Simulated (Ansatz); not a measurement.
# CoSi2 (Fm-3m) in Ansatz: further runs

One crystal, CoSi2, is run at these levels: PBE, LDA; tasks: relaxation of cell and atoms.

Program: Ansatz 0.2.0. These are calculated values, not measurements. Logs are shortened: lines on timing, memory, paths and dates and some standing lists are left out, and cuts for length are marked.

**1. Starting point**

It takes space group Fm-3m (No. 225, cubic). Conventional cell: a = 5.356 Å, b = 5.356 Å, c = 5.356 Å, α = 90.00°, β = 90.00°, γ = 90.00°. Co (site symmetry m-3m) has 8 Si at 2.32 Å as nearest neighbours. Around Si (site symmetry -43m) lie 4 Co at 2.32 Å.

**2. Relaxation of cell and atoms, PBE, collinear spin, ferromagnetic start**

input.yaml

```yaml
crystal:
  lattice:
    - [0.0, 2.678, 2.678]
    - [2.678, 0.0, 2.678]
    - [2.678, 2.678, 0.0]
  atoms:
    - { symbol: Co, position: [0.0, 0.0, 0.0], spin: 2.0 }
    - { symbol: Si, position: [0.75, 0.75, 0.75] }
    - { symbol: Si, position: [0.25, 0.25, 0.25] }
hamiltonian:
  xc: pbe
  pseudopotentials: { kind: paw }
magnetization:
  spin_polarized: true
kpoints:
  mp_grid: { grid: [9, 9, 9] }
scf:
  occupations: { method: fermi_dirac, width: 0.05 }
output:
  forces: true
  stress: true
relax:
  f_tol: 0.01
  max_steps: 40
  cell: { stress_tol: 0.05 }
```

Potentials or basis: Ansatz PAW.

Started as:

```
ansatz run input.yaml --threads 2 --pin off --max-ram 5632MiB --backend cpu --events-out ev --progress --plain --runs-dir out
```

The program printed:

```text
Warning: RAYON_NUM_THREADS=2 ignored (pool sized by the plan → 2); use --threads N
Engine: ansatz 0.2.0, x86_64-unknown-linux-gnu
Pseudopotentials: kind: paw
Pseudopotential: Co, paw, valence charge 17, recommended cutoff 420 eV (normal), Co.paw.azcp
Pseudopotential: Si, paw, valence charge 4, recommended cutoff 420 eV (normal), Si.paw.azcp
Functional definition: PBE
  parameter kappa = 0.804
  parameter beta = 0.06672455060314922
  exchange = pbe_x(kappa = kappa, mu = beta*pi^2/3)
  correlation = pbe_c(beta = beta)
Crystal: 3 atoms, lattice volume = 38.412 Å³
Basis set: ecut = 420 eV, 749 PW (Γ), exchange–correlation on 54×54×54 points (8 copies of the dense FFT grid, shifted against one another)
Bands: 18, of which v1, the nominal top of the filled ones, is band 13 counted from 1 (12 counted from 0)
Symmetry: 48 space group operations
Space group: Fm-3m (ITA 225), of the structure as read, at distance tolerance 3.4e-5 Å
Magnetic group: BNS 225.116 (UNI 1618), of the structure as read, at distance tolerance 3.4e-5 Å
k-points: 35 of 729
Non-local potential: Co, projectors of the file, l = 0: 3, l = 1: 2, l = 2: 3, l = 3: 1
Non-local potential: Si, projectors of the file, l = 0: 2, l = 1: 2, l = 2: 2
PAW form: soft (Blöchl's): semilocal exchange-correlation on the pseudo side does not see the compensation charge
PAW one-centre angular grid: Co, 590 points (default); XC on 64 Gauss nodes
PAW one-centre angular grid: Si, 110 points (default); XC on 64 Gauss nodes
Initial density: superposition of atomic densities (chi_scale 0.1, normalization cell)
Starting moments: Σ|m| = 2 μB on 1 of 3 sites
Initial wavefunctions: pseudopotential atomic-orbital guess
Functional: x = pbe(κ = 0.804, μ = 0.2195149727645171), c = pbe(β = 0.06672455060314922)
SCF iter   1: F=—  HF=-6396.818787 eV  |F-HF|=—  |Δ(HF+E_count)|=         —  Δρ=9.32e-2 (↑9.32e-2 ↓3.79e-2)  dr2=1.55e0  dr2_m=1.18e0  M=0.758 μB ∫|m|=1.420 μB  β_m=0.30  ethr=3.10e-3  ⟨swp⟩=5.7  Hψ=6237  notcnv=0
Mixer restart at iter 1: flushing history
preconditioner: auto → Kerker (q_TF=auto, 2.540 Å⁻¹)  [metal: Δε(μ)=0.031 eV  Ē_g=8.934 eV  σ=0.050 eV  W_gap=0.15  n_scr=14 (ndim 8)  ℏωp=24.7 eV  f_vac=0.000  D(μ)=2.53/eV (n_scr^D=26)]
spin=Collinear: Kerker preconditioning applied to the charge; magnetization (m = ρ↑ − ρ↓) channel mixes plain (no charge-response kernel on spin).
SCF iter   2: F=—  HF=-6396.612038 eV  |F-HF|=—  |Δ(HF+E_count)|=   2.07e-1  Δρ=6.34e-2 (↑4.53e-2 ↓6.34e-2)  dr2=8.85e-1  dr2_m=9.16e-1  M=0.686 μB ∫|m|=1.214 μB  β_m=0.50  ethr=3.10e-3  ⟨swp⟩=2.4  Hψ=2640  notcnv=0  defer=44
SCF iter   3: F=—  HF=-6397.992775 eV  |F-HF|=—  |Δ(HF+E_count)|=    1.38e0  Δρ=5.90e-2 (↑3.59e-2 ↓5.90e-2)  dr2=7.89e-1  dr2_m=7.25e-1  M=0.513 μB ∫|m|=0.927 μB  β_m=0.23  ethr=3.10e-3  ⟨swp⟩=2.2  Hψ=1861  notcnv=0  defer=15
SCF iter   4: F=—  HF=-6398.875735 eV  |F-HF|=—  |Δ(HF+E_count)|=   8.83e-1  Δρ=3.57e-2 (↑3.57e-2 ↓3.32e-2)  dr2=2.27e-1  dr2_m=3.82e-1  M=0.318 μB ∫|m|=0.622 μB  β_m=0.53  ethr=3.10e-3  ⟨swp⟩=2.3  Hψ=2277  notcnv=0  defer=64
SCF iter   5: F=—  HF=-6399.006852 eV  |F-HF|=—  |Δ(HF+E_count)|=         —  Δρ=2.17e-2 (↑2.17e-2 ↓1.91e-2)  dr2=4.08e-1  dr2_m=1.46e-3  M=-0.002 μB ∫|m|=0.025 μB  β_m=0.61  ethr=9.07e-4  ⟨swp⟩=3.4  Hψ=2719  notcnv=0  defer=68
[... 53 lines left out ...]
SCF iter   7: F=—  HF=-6399.175590 eV  |F-HF|=—  |Δ(HF+E_count)|=  1.04e-10  Δρ=3.79e-9 (↑3.79e-9 ↓3.59e-9)  dr2=1.02e-14  dr2_m=7.55e-18  M=-0.000 μB ∫|m|=0.000 μB  β_m=0.92  ethr=1.00e-12  ⟨swp⟩=2.1  Hψ=1634  notcnv=0
SCF iter   8: F=-6399.175590 eV  HF=-6399.175590 eV  |F-HF|=0.00e0  |Δ(HF+E_count)|=  9.09e-13  Δρ=2.72e-8 (↑2.71e-8 ↓2.72e-8)  dr2=8.73e-13  dr2_m=5.58e-19  M=-0.000 μB ∫|m|=0.000 μB  ethr=1.00e-12  ⟨swp⟩=3.7  Hψ=4312  notcnv=0
the starting moments were not kept: the SCF closed with an absolute magnetisation of 5.0e-10 μB, where they sum to 2 μB in size (1 site). That is at most 0.1 of that sum. Measured as dr2_m measures the in/out step, that magnetisation stands 3.8e-19 eV from none, at or under the dr2_threshold of 3.0e-11 eV: it is no larger than a step whose dr2_m would equal this threshold.
SCF 4 converged in 8 iterations: F = -6399.175590 eV  dr2 = 8.73e-13
relax step   4: F+E_penalty+E_count = -6399.17558972 eV  Δ(F+E_penalty+E_count) = -3.545e-5 eV  max|allowed force component| = 1.018e-16 eV/Å  Δτ_max = 0.0000 Å  P = +0.004 GPa  Ω = 38.510 Å³  stress off target by 4.31e-3 GPa  SCF on the basis re-selected at this cell (its energy is not comparable with the rows above)  (8 SCF iters)
basis re-selected at this cell: Δ(F+E_penalty+E_count) = -3.545e-5 eV, ΔP = +0.002 GPa vs the last step (what re-selecting the basis moved, of the pressure what is left beyond the Pulay correction that the steps carried, after the strain that the cell walked since its last selection, with what the two solves' SCF thresholds leave and, on support functions, any second-order correction that the steps lacked; it is no measure of the basis error at this ecutwfc). This SCF's stress stands 4.31e-3 GPa from its target on what of the cell is left free (relax.cell.stress_tol is 5.00e-2 GPa) and its largest allowed force component is 1.02e-16 eV/Å (relax.f_tol is 1.00e-2 eV/Å): within both
SCF converged after 8 iterations
Magnetization: -0.0000 μB (12.5000 up, 12.5000 down)
Absolute magnetization: 0.0000 μB (∫|ρ↑−ρ↓|, with the PAW one-centre terms)
Spin contamination: 0.0000 ħ² per cell (⟨S²⟩ above its minimum at these occupations)
Per-site moments (μB) at R_I (Å): [(-3.6361198953337917e-10, 0.9574955146651104), (2.925003014241478e-11, 0.9574955146651104), (2.925008500358932e-11, 0.9574955146651104)]
Free energy (F): -6399.175590 eV
Harris-Foulkes:  -6399.175590 eV  (|F-HF|=0.00e0)
Internal energy: -6399.165471 eV  (E = F + TS)
E sigma→0 (E₀):  -6399.170530 eV
Entropy (-TS):   -0.010119 eV (-3.373 meV/atom)
Fermi energy:    12.814594 eV
--- Per-component energies (eV) ---
  E_band       = -284.943159
  E_kinetic    = 547.326668
  E_local      = -4099.159767  (includes V_loc(G=0)·N_el)
  E_nonlocal   = 501.254277
  E_hartree    = 1783.372738
  E_xc         = -274.024538
  E_vxc        = -305.154118  (∫ρ·V_xc dr)
  E_paw        = -2541.431467  (= ΣΔE_a)
  E_vpaw       = -495.955934  (= ΣTr[D̂ρ^β])
  E_aug_tail   = 0.000159  (compensation charges beyond the density's cutoff)
  E_ewald      = -2316.503543
  E_smearing   = -0.010119  (= −TS)
  E_closure    = 0.000000  (closes the sum)
  Σ components = -6399.175590   (vs F -6399.175590, Δ=0.00e0)
--- Forces (eV/Å), atoms counted from 1 ---
  atom   1  Co    -0.00000000     0.00000000     0.00000000
  atom   2  Si     0.00000000     0.00000000     0.00000000
  atom   3  Si    -0.00000000    -0.00000000     0.00000000
  max |Σ_I F_I| component: 8.33e-17 eV/Å
--- Stress (GPa, compression-positive) ---
        0.004311      -0.000000      -0.000000
       -0.000000       0.004311      -0.000000
       -0.000000      -0.000000       0.004311
  P = ⅓ Tr σ = 0.0043 GPa (0.043 kbar)
--- Relaxed structure (3 steps of the walk, 3 accepted, 1 SCFs on fresh bases) ---
  F+E_penalty+E_count = -6399.17558972 eV   max|allowed force component| = 1.018e-16 eV/Å   (the final SCF, on the basis selected at the relaxed cell)
  cell:  # Å, volume = 38.5103 Å³
    - [-4.47437356638644e-34, 2.6802923303745976, 2.6802923303745976]
    - [2.6802923303745976, -6.066677326666312e-34, 2.6802923303745976]
    - [2.6802923303745976, 2.6802923303745976, -4.649526980017226e-34]
  atoms:
    - { symbol: Co, position: [-1.081248010953024e-34, -3.3710965699459186e-35, -3.4709809127591295e-35] }
    - { symbol: Si, position: [0.7499999999999999, 0.7499999999999999, 0.7499999999999999] }
    - { symbol: Si, position: [0.25, 0.25, 0.25] }
```

Wall time 5.4 s (2 threads of Intel Xeon 6975P-C (Granite Rapids), shared host); peak memory 0.41 GiB.

What came out:

- Free energy: -6399.1756 eV
- Relaxed volume: 12.84 Å³/atom
- Relaxed cell: a = 3.791 Å, b = 3.791 Å, c = 3.791 Å, α = 60.00°, β = 60.00°, γ = 60.00°
- Space group after relaxing (to 0.05 Å): Fm-3m (No. 225)
- Energy gained by relaxing: 0.0 meV/atom
- Ionic steps: 4
- Pressure after relaxing: 0.0 GPa
- Net moment: 0.00 μB per cell
- Absolute moment: 0.00 μB per cell

Step by step:
| step | energy change (eV) | largest force (eV/Å) | volume (Å³) |
| --- | --- | --- | --- |
| 1 | 0.0000 | 0.0000 | 38.41 |
| 2 | -0.0001 | 0.0000 | 38.47 |
| 3 | -0.0001 | 0.0000 | 38.51 |
| 4 | -0.0001 | 0.0000 | 38.51 |

Final structure:
```
Co Si
1.0
     0.00000    2.68029    2.68029
     2.68029    0.00000    2.68029
     2.68029    2.68029    0.00000
Co Si
1 2
Direct
  0.00000 0.00000 0.00000
  0.75000 0.75000 0.75000
  0.25000 0.25000 0.25000
```

Caveat: the starting moments collapsed, and a magnetic state may lie lower; the plane-wave basis is chosen anew once the cell has moved, so the energies of steps on either side of that aren't comparable; the starting moments weren't kept.

**3. Relaxation of cell and atoms, LDA, collinear spin, ferromagnetic start**

input.yaml: that of step 2 with these lines changed.

```diff
@@ -10,3 +10,3 @@
 hamiltonian:
-  xc: pbe
+  xc: lda
   pseudopotentials: { kind: paw }
```

Potentials or basis: Ansatz PAW.

Started as:

```
ansatz run input.yaml --threads 2 --pin off --max-ram 5632MiB --backend cpu --events-out ev --progress --plain --runs-dir out
```

Run time: 9 s. Hardware: 2 threads of Intel Xeon 6975P-C (Granite Rapids), shared host; peak memory 0.41 GiB.

Results (log left out):

```
Free energy                            : -6281.9221 eV
Relaxed volume                         : 12.23 Å³/atom
Relaxed cell                           : a = 3.730 Å, b = 3.730 Å, c = 3.730 Å, α = 60.00°, β = 60.00°, γ = 60.00°
Space group after relaxing (to 0.05 Å) : Fm-3m (No. 225)
Energy gained by relaxing              : 15.8 meV/atom
Ionic steps                            : 7
Pressure after relaxing                : 0.0 GPa
Net moment                             : 0.00 μB per cell
Absolute moment                        : 0.00 μB per cell
```

The path:
```
step  energy change (eV)  largest force (eV/Å)  volume (Å³)
   1              0.0000                0.0000        38.41
   2             -0.0398                0.0000        37.38
   3             -0.0483                0.0000        36.64
   4             -0.0483                0.0000        36.70
   5             -0.0473                0.0000        36.70
   6             -0.0474                0.0000        36.68
   7             -0.0474                0.0000        36.68
```

Final structure:
```
Co Si
1.0
     0.00000    2.63725    2.63725
     2.63725    0.00000    2.63725
     2.63725    2.63725    0.00000
Co Si
1 2
Direct
  0.00000 0.00000 0.00000
  0.75000 0.75000 0.75000
  0.25000 0.25000 0.25000
```

Caveat: the starting moments collapsed, and a magnetic state may lie lower; the plane-wave basis is chosen anew once the cell has moved, so the energies of steps on either side of that aren't comparable; the PAW data sets come from PBE, with cores solved anew for the run's functional, which leaves a small shift of forces and pressure; the starting moments weren't kept.
